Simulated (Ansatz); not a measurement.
**CdSe (Cadmoselite): the HSE06 gap against the k mesh of the hybrid**

Wanted: the cheapest k mesh of the hybrid that holds the HSE06 gap of CdSe (Cadmoselite).

Main program and level: Ansatz 0.2.0; DFT, HSE06, plane waves, PAW.

The database entry behind the starting cell differs from later determinations by our own check (inner coordinate of an old entry), so it need not match the best structure at ambient conditions.

## 1. Set-up

Symmetry: P6_3mc, No. 186, hexagonal system. Conventional cell: a = 4.300 Å, b = 4.300 Å, c = 7.020 Å, α = 90.00°, β = 90.00°, γ = 120.00°. Cd has 4 Se at 2.61 to 2.70 Å nearest. Se has 4 Cd at 2.61 to 2.70 Å nearest. Farther neighbours and most contacts between anions are not listed.

The cell and positions come from the Crystallography Open Database and are kept as given unless a step says otherwise. The default PAW set here is soft_2. Its files were made with PBE.

## 2. k mesh of the hybrid: 3×3×2

Contents of input.yaml:

```yaml
crystal:
  lattice:
    - [4.3, 0.0, 0.0]
    - [-2.15, 3.7239092363, 0.0]
    - [0.0, 0.0, 7.02]
  atoms:
    - { symbol: Cd, position: [0.3333333333, 0.6666666667, 0.0] }
    - { symbol: Cd, position: [0.6666666667, 0.3333333333, 0.5] }
    - { symbol: Se, position: [0.3333333333, 0.6666666667, 0.385] }
    - { symbol: Se, position: [0.6666666667, 0.3333333333, 0.885] }
kpoints:
  mp_grid: { grid: [3, 3, 2] }
  band_path:
    path:
      - [0.0, 0.0, 0.0]
      - [0.5, 0.0, 0.0]
      - [0.33333333, 0.33333333, 0.0]
      - [0.0, 0.0, 0.5]
      - [0.5, 0.0, 0.5]
      - [0.33333333, 0.33333333, 0.5]
    npoints: 1
hamiltonian:
  xc: hse06
scf:
  occupations: { method: fixed }
  n_extra_bands: 5
output:
  eigenvalues: true
```

Command:

```bash
$ ansatz run input.yaml --threads 3 --pin off --max-ram 92160MiB --backend cuda --events-out ev --progress --plain --runs-dir out --devices 1 --max-vram 13GiB
```

Numbers of over 12 decimals in the logs are rounded to 6 here.

The log of the run:

```text
scf.n_extra_bands = 5 over 36 filled bands (N_el = 72.0): the run solves 41 bands
GPUs: using 1 of 1 available (devices: 1).
Engine: ansatz 0.2.0, x86_64-unknown-linux-gnu
Pseudopotentials: kind: paw
Pseudopotential: Cd, paw, valence charge 20, recommended cutoff 420 eV (normal), Cd.paw.azcp
Pseudopotential: Se, paw, valence charge 16, recommended cutoff 420 eV (normal), Se.paw.azcp
Functional definition: HSE06
  parameter a = 0.25
  parameter omega = 0.11/bohr
  exchange = pbe_x - a*pbe_x_sr(omega) + a*exact_x_sr(omega)
  correlation = pbe_c
davidson cushion auto → on  (no smearing: the cushion is to keep the highest requested band from converging to the state above it; pin scf.eigensolver.cushion to override)
device memory: the entry about to start is reckoned to put 1.8 GiB on a device that reports 36.6 GiB free (of which the cap on the GPU budget leaves the run 13.0 GiB)
GPU FFT provider: cuFFT
GPU libraries: cuBLAS 13.8.2, cuFFT 12.4.0, cuSOLVER 12.3.4
Crystal: 4 atoms, lattice volume = 112.410 Å³
Basis set: ecut = 420 eV, 2189 PW (Γ)
Bands: 41, of which v1, the nominal top of the filled ones, is band 36 counted from 1 (35 counted from 0)
Symmetry: 12 space group operations
Space group: P63mc (ITA 186), of the structure as read, at distance tolerance 4.8e-5 Å
k-points: 6 of 18
Non-local potential: Cd, projectors of the file, l = 0: 3, l = 1: 2, l = 2: 2, l = 3: 1
Non-local potential: Se, projectors of the file, l = 0: 2, l = 1: 2, l = 2: 3, l = 3: 1
PAW form: soft (Blöchl's): semilocal exchange-correlation on the pseudo side does not see the compensation charge
PAW frozen core: Cd, regenerated for the run's functional, and the local potential with it (the file was generated under x = pbe(κ = 0.804, μ = 0.219515), c = pbe(β = 0.066725))
PAW frozen core: Se, regenerated for the run's functional, and the local potential with it (the file was generated under x = pbe(κ = 0.804, μ = 0.219515), c = pbe(β = 0.066725))
PAW one-centre angular grid: Cd, 590 points (default); XC on 64 Gauss nodes
PAW one-centre angular grid: Se, 590 points (default); XC on 64 Gauss nodes
Initial density: superposition of atomic densities (neutral atoms: chi_scale 0, normalization atom), corrected by the library's trained network
Initial wavefunctions: pseudopotential atomic-orbital guess
GPU buffer pool allocated for 43200 grid points (all kernels)
GPU transforms: local potential and band sums: pruned to the plane-wave sphere, on 30×30×48
Functional: x = pbe(κ = 0.804, μ = 0.219515), c = pbe(β = 0.066725), warm-up for x = pbe(κ = 0.804, μ = 0.219515) + 0.25 (exact − pbe) at short range (hse, ω = 0.207870 Å⁻¹), c = pbe(β = 0.066725); HSE06 as pw.x's `hse` composes it (authors' and Libxc's form: `xc: wpbeh`)
SCF iter   1: F=—  HF=-27449.289687 eV  |F-HF|=—  |Δ(HF+E_count)|=         —  Δρ=1.43e-3  dr2=2.22e-3  ethr=1.77e-3  ⟨swp⟩=7.8  Hψ=1030  notcnv=0
preconditioner: auto → none  [insulator: Δε(μ)=0.687 eV  Ē_g=11.124 eV  n_scr=34 (ndim 8)  ℏωp=21.0 eV  f_vac=0.201]
SCF iter   2: F=—  HF=-27449.289579 eV  |F-HF|=—  |Δ(HF+E_count)|=   1.08e-4  Δρ=5.42e-4  dr2=2.57e-4  ethr=3.08e-6  ⟨swp⟩=5.3  Hψ=804  notcnv=0  defer=1
SCF iter   3: F=—  HF=-27449.289623 eV  |F-HF|=—  |Δ(HF+E_count)|=   4.38e-5  Δρ=2.39e-4  dr2=4.91e-5  ethr=3.57e-7  ⟨swp⟩=3.0  Hψ=660  notcnv=0
iter 4 solved again at ethr=4.53e-9 eV; its pass at ethr=6.81e-8 eV (dr2=3.26e-6 eV) is discarded
SCF iter   4: F=-27449.289648 eV  HF=-27449.289647 eV  |F-HF|=1.28e-6  |Δ(HF+E_count)|=   2.40e-5  Δρ=5.80e-5  dr2=3.30e-6  ethr=4.53e-9  ⟨swp⟩=2.3  Hψ=1229  notcnv=0
SCF 1 stopped early in 4 iterations: F = -27449.289648 eV  dr2 = 3.30e-6
  greatest PAW one-centre occupation: 1.000 electrons in one spin orbital (limit 2), on the Cd atom at site 0 (counted from 0), in its partial waves of l = 0
device memory: the entry about to start is reckoned to put 2.4 GiB on a device that reports 36.6 GiB free (of which the cap on the GPU budget leaves the run 13.0 GiB)
[...]
SCF iter   4: F=—  HF=-27460.052320 eV  |F-HF|=—  |Δ(HF+E_count)|=   2.64e-4  Δρ=5.07e-4  dr2=1.82e-4  ethr=4.58e-8  ⟨swp⟩=4.0  Hψ=861  notcnv=0
SCF iter   5: F=—  HF=-27460.052314 eV  |F-HF|=—  |Δ(HF+E_count)|=   5.77e-6  Δρ=1.57e-5  dr2=3.94e-5  ethr=4.58e-8  ⟨swp⟩=2.8  Hψ=554  notcnv=0
SCF iter   6: F=—  HF=-27460.052640 eV  |F-HF|=—  |Δ(HF+E_count)|=   3.26e-4  Δρ=1.50e-4  dr2=2.25e-5  ethr=3.26e-10  ⟨swp⟩=5.2  Hψ=1111  notcnv=0
SCF iter   7: F=-27460.052632 eV  HF=-27460.052632 eV  |F-HF|=2.99e-8  |Δ(HF+E_count)|=   7.90e-6  Δρ=1.31e-5  dr2=8.58e-7  ethr=3.26e-10  ⟨swp⟩=4.7  Hψ=920  notcnv=0
SCF 2 stopped early in 7 iterations: F = -27460.052632 eV  dr2 = 8.58e-7
  greatest PAW one-centre occupation: 1.001 electrons in one spin orbital (limit 2), on the Cd atom at site 1 (counted from 0), in its partial waves of l = 1
hybrid outer 1: dexx = +2.012e-2 eV, tail = 1.30e-4 eV
GPU FFT provider: cuFFT
GPU libraries: cuBLAS 13.8.2, cuFFT 12.4.0, cuSOLVER 12.3.4
GPU buffer pool allocated for 43200 grid points (all kernels)
GPU transforms: local potential and band sums: pruned to the plane-wave sphere, on 30×30×48
Exchange kernel: α = 0.2500, screened, ω = 0.2079 Å⁻¹, Wigner–Seitz truncation, v(0) = 996.6049 eV·Å³, q-mesh 3×3×2, nearest image of the exchange supercell L = 12.90 Å, pair-density grid 20×20×32, without the augmentation charges, whose exchange is taken in its separable form by FFT convolution over the k-point mesh (sized by the pseudopotential files, 25×25×48 at the most), smooth part of the exact exchange by density-matrix convolution in up to 1.20 GiB of GPU memory as planned if the GPU has room (build and FFT work areas not counted)
Frozen-core exchange: fock
SCF iter   1: F=—  HF=-27460.053083 eV  |F-HF|=—  |Δ(HF+E_count)|=         —  Δρ=5.01e-5  dr2=1.15e-6  ethr=9.03e-7  ⟨swp⟩=3.0  Hψ=562  notcnv=0
preconditioner: auto → none  [insulator: Δε(μ)=1.661 eV  Ē_g=12.995 eV  n_scr=34 (ndim 8)  ℏωp=21.0 eV  f_vac=0.207]
iter 2 solved again at ethr=1.02e-10 eV; its pass at ethr=1.47e-9 eV (dr2=7.36e-8 eV) is discarded
SCF iter   2: F=—  HF=-27460.053084 eV  |F-HF|=—  |Δ(HF+E_count)|=   1.11e-6  Δρ=1.56e-5  dr2=1.47e-7  ethr=1.02e-10  ⟨swp⟩=2.0  Hψ=1478  notcnv=0
SCF iter   3: F=-27460.053084 eV  HF=-27460.053084 eV  |F-HF|=3.61e-8  |Δ(HF+E_count)|=   4.74e-7  Δρ=6.65e-6  dr2=3.72e-8  ethr=1.02e-10  ⟨swp⟩=4.0  Hψ=844  notcnv=0
SCF 3 converged in 3 iterations: F = -27460.053084 eV  dr2 = 3.72e-8
hybrid outer 2: dexx = +8.789e-7 eV, tail = 1.47e-7 eV, Δε = 2.42e-3 eV (about 1.29e-4 eV left of the loop's levels)
the search or the solves at the SCF's close seem to have found levels that the self-consistency loop had missed (the run counts 1). By its estimate they hold under 1e-12 electrons; where the run keeps them, the occupations were computed again with them
device memory: the entry about to start is reckoned to put 0.7 GiB on a device that reports 36.3 GiB free (of which the cap on the GPU budget leaves the run 13.0 GiB)
NSCF: frozen V_eff on 6 k-points
hybrid SCF converged: 2 outer / 10 inner (+4 warm-up), last move |dexx| = 8.79e-7 eV, tail = 1.47e-7 eV
Stability not checked: this state was not tested for a lower state beside it, because the functional holds exact exchange (a hybrid, or Hartree-Fock), whose exchange loop this test does not read (fock_operator; see scf.lower_state_search)
Free energy (F): -27460.053085 eV
Frozen-core exchange: fock
Harris-Foulkes:  -27460.053085 eV  (|F-HF|=3.61e-8)
Internal energy: -27460.053085 eV  (E = F + TS)
E sigma→0 (E₀):  -27460.053085 eV
Fermi energy:    6.932877 eV
--- Per-component energies (eV) ---
  E_band       = -1986.846979
  E_kinetic    = 1249.361734
  E_local      = -12787.776645  (includes V_loc(G=0)·N_el)
  E_nonlocal   = -1124.295246
  E_hartree    = 6089.805916
  E_xc         = -449.734523
  E_vxc        = -508.522485  (∫ρ·V_xc dr)
  E_exx        = -313.399174  (= α·E_x^exact, valence–valence)
  E_paw        = -11797.665253  (= ΣΔE_a)
  E_vpaw       = -368.437211  (= ΣTr[D̂ρ^β])
  E_aug_tail   = -0.001155  (compensation charges beyond the density's cutoff)
  E_ewald      = -8323.002769
  E_core_change = -3.345970  (= ΣΔE_core)
  E_smearing   = -0.000000  (= −TS)
  E_closure    = -0.000000  (closes the sum)
  Σ components = -27460.053085   (vs F -27460.053085, Δ=0.00e0)
--- Band table (eV; the first three rows and the last of 6) ---
  k-point 0: bands = [... 32 lower, 6.1361, 6.9098, 6.9098, 6.9329, 8.5939, 10.0385, 13.8247, 13.8247, ... 1 higher]
  k-point 1: bands = [... 32 lower, 6.5074, 6.5074, 6.5074, 6.5074, 10.2632, 10.2632, 13.7645, 13.7645, ... 1 higher]
  k-point 2: bands = [... 32 lower, 4.1138, 5.1903, 6.1221, 6.2386, 10.9398, 11.3047, 12.9634, 13.8337, ... 1 higher]
  k-point 5: bands = [... 32 lower, 4.2714, 4.2714, 5.8020, 5.8020, 11.7213, 11.7213, 13.7376, 13.7376, ... 1 higher]
```

Wall time 19 s (1 × NVIDIA H100 80GB HBM3 (shared by 6 runs) with 3 threads of AMD EPYC 7R13 (Zen 3), shared host); peak memory 1.2 GiB; 21 s of CPU time.

Reading the cycles: dr2 is the Hartree energy of the density residual (eV), the measure of convergence; HF is the Harris–Foulkes estimate of the energy, which meets the free energy F at convergence.

Numbers from this step:

```
gap                     : 1.661 eV
valence top at          : Γ
conduction bottom at    : Γ
least direct gap        : 1.661 eV
exact-exchange fraction : 0.25
```

The gap is direct, at Γ.

## 3. k mesh of the hybrid: 6×6×2

input.yaml, as its differences from that of step 2:

```diff
@@ -11,3 +11,3 @@
 kpoints:
-  mp_grid: { grid: [3, 3, 2] }
+  mp_grid: { grid: [6, 6, 2] }
   band_path:
@@ -28 +28,5 @@
   eigenvalues: true
+  write_density: true
+  write_potential: true
+  elf: true
+  volumetric_format: npy
```

The log of the run:

```text
[...]
GPUs: using 1 of 1 available (devices: 1).
[...]
GPU FFT provider: cuFFT
GPU libraries: cuBLAS 13.8.2, cuFFT 12.4.0, cuSOLVER 12.3.4
Crystal: 4 atoms, lattice volume = 112.410 Å³
Basis set: ecut = 420 eV, 2189 PW (Γ)
Bands: 41, of which v1, the nominal top of the filled ones, is band 36 counted from 1 (35 counted from 0)
[... 1 set-up line as in the run before ...]
[...]
k-points: 14 of 72
[...]
Fermi energy:    6.897682 eV
[...]
--- Band table (eV; the first three rows and the last of 14) ---
  k-point 0: bands = [... 32 lower, 6.1245, 6.8895, 6.8977, 6.8977, 8.5441, 9.9963, 13.8096, 13.8096, ... 1 higher]
  k-point 1: bands = [... 32 lower, 6.4954, 6.4954, 6.4954, 6.4954, 10.2123, 10.2123, 13.7389, 13.7389, ... 1 higher]
  k-point 2: bands = [... 32 lower, 5.5074, 5.7706, 6.6667, 6.6849, 9.8103, 11.0077, 13.1619, 14.1517, ... 1 higher]
  k-point 13: bands = [... 32 lower, 4.2337, 4.2337, 5.7657, 5.7657, 11.7073, 11.7073, 13.7145, 13.7145, ... 1 higher]
[key lines of the parts left out:]
Free energy (F): -27460.236685 eV
```

Elapsed: 38 s, on 1 × NVIDIA H100 80GB HBM3 (shared by 6 runs) with 3 threads; peak memory 1.4 GiB.

This step gave:

```yaml
gap: 1.646 eV
valence_top_at: Γ
conduction_bottom_at: Γ
least_direct_gap: 1.646 eV
```

The gap is 1.646 eV, −0.015 eV from the run before at this level.

## 4. k mesh of the hybrid: 6×6×4

input.yaml, as its differences from that of step 3:

```diff
@@ -11,3 +11,3 @@
 kpoints:
-  mp_grid: { grid: [6, 6, 2] }
+  mp_grid: { grid: [6, 6, 4] }
   band_path:
@@ -28,5 +28 @@
   eigenvalues: true
-  write_density: true
-  write_potential: true
-  elf: true
-  volumetric_format: npy
```

The log of the run:

```text
[...]
GPUs: using 1 of 1 available (devices: 1).
[...]
GPU FFT provider: cuFFT
GPU libraries: cuBLAS 13.8.2, cuFFT 12.4.0, cuSOLVER 12.3.4
Crystal: 4 atoms, lattice volume = 112.410 Å³
Basis set: ecut = 420 eV, 2189 PW (Γ)
Bands: 41, of which v1, the nominal top of the filled ones, is band 36 counted from 1 (35 counted from 0)
[... 1 set-up line as in the run before ...]
[...]
k-points: 21 of 144 (time reversal used)
[...]
Fermi energy:    6.896529 eV
[...]
--- Band table (eV; the first three rows and the last of 21) ---
  k-point 0: bands = [... 32 lower, 6.1251, 6.8944, 6.8965, 6.8965, 8.5412, 9.9962, 13.8105, 13.8105, ... 1 higher]
  k-point 1: bands = [... 32 lower, 6.2308, 6.2308, 6.7755, 6.7755, 9.5025, 10.1064, 13.6150, 13.8896, ... 1 higher]
  k-point 2: bands = [... 32 lower, 6.4955, 6.4955, 6.4955, 6.4955, 10.2125, 10.2125, 13.7402, 13.7402, ... 1 higher]
  k-point 20: bands = [... 32 lower, 4.2342, 4.2342, 5.7663, 5.7663, 11.7069, 11.7069, 13.7143, 13.7143, ... 1 higher]
[key lines of the parts left out:]
Free energy (F): -27460.237384 eV
```

The job ended after 37 s (1 × NVIDIA H100 80GB HBM3 (shared by 6 runs) with 3 threads; peak memory 1.6 GiB).

Numbers from this step:

- gap: 1.645 eV
- valence top at: Γ
- conduction bottom at: Γ
- least direct gap: 1.645 eV

The gap is 1.645 eV, −0.002 eV from the run before at this level.

## 5. The series

Differences are against the last row; a negative gap means that bands overlap, and a run with a band path holds that path's time. Times are wall times on 1 × NVIDIA H100 80GB HBM3 (shared by 6 runs) with 3 threads of AMD EPYC 7R13 (Zen 3), shared host, good to a factor of about two.

| k mesh of the hybrid | gap (eV) | direct gap (eV) | gap error (eV) | energy error (meV/atom) | irreducible k | time |
| --- | --- | --- | --- | --- | --- | --- |
| 3×3×2 | 1.661 | 1.661 | +0.016 | +46.1 | 6 | 19 s |
| 6×6×2 | 1.646 | 1.646 | +0.002 | +0.2 | 14 | 38 s |
| 6×6×4 | 1.645 | 1.645 | +0.000 | +0.0 | 21 | 37 s |

## 6. Summary of results

```yaml
3x3x2: 1.661 eV
6x6x2: 1.646 eV
6x6x4: 1.645 eV
```

What this shows: The gap holds to 0.02 eV from 3×3×2 on, the cheapest setting tried. At 3×3×2 the gap is off by +0.016 eV and the energy by +46 meV/atom. The gap is read over the mesh and added points near the edges, so meshes differ mainly through the density and, for a hybrid, the exchange operator.

[Paths, hosts, dates, memory and timing lines, banners, echoed tables and standing remarks are left out of the program output.]

[Logs are printed without paths, hosts, clocks, repeated set-up lines and the standing remarks that a program may print on its own settings, such as how far it seeks lower states.]

[Runs of the session that timed out or met a known fault of the program may be left out.]

[Cells called generated may have been cut or substituted from an entry of the Crystallography Open Database or the Materials Project.]

[Hosts, paths, dates, database ids (printed as entryN), source tags and the programs' standing remarks are cut or masked in the printed files.]
